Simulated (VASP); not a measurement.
The system is InPd.

```
In Pd
1.0
     3.27188    0.00000    0.00000
     0.00000    3.27188    0.00000
     0.00000    0.00000    3.27188
In Pd
1 1
Direct
  0.00000 0.00000 0.00000
  0.50000 0.50000 0.50000
```

The cell comes from a database or a generator and needn't be the stable form of this composition.

```yaml
Program: VASP 6.6.1
Task: relaxation of cell and atoms
Functional: RPBE
Dispersion: D3(BJ)
Potentials_or_basis: VASP PAW PBE potentials, release 64 (In_d, Pd)
Cutoff: 600 eV
k_mesh: 8 × 8 × 8
Occupations: fermi-dirac, width 0.05 eV
Spin: no spin polarisation
```

At the start: pressure -26.3 GPa; volume 17.51 Å³/atom.

Q: Where does the relaxation end?

A: Over 5 steps the energy falls by 258.2 meV/atom and the volume is 14.85 Å³/atom (-15.2 %); space group Pm-3m (No. 221, to 0.05 Å).

The path:
```
step  energy change (eV)  largest force (eV/Å)  pressure (GPa)  volume (Å³)
   1              0.0000                0.0000          -26.35        35.03
   2              1.8280                0.0000          134.72        22.36
   3             -0.5122                0.0000           -3.18        30.11
   4             -0.5158                0.0000           -1.15        29.85
   5             -0.5164                0.0000           -0.02        29.71
```

Final structure:
```xyz
2
Lattice="3.0971 0.0000 0.0000 0.0000 3.0971 0.0000 0.0000 0.0000 3.0971" Properties=species:S:1:pos:R:3 pbc="T T T"
In    0.0000    0.0000    0.0000
Pd    1.5485    1.5485    1.5485
```

Caveat: the volume moved by over 15 % at a fixed basis, so the end points are rough; the PAW data sets were made with another functional, which shifts forces and pressure a little; pairwise dispersion overbinds metals, which lowers pressure and volume.
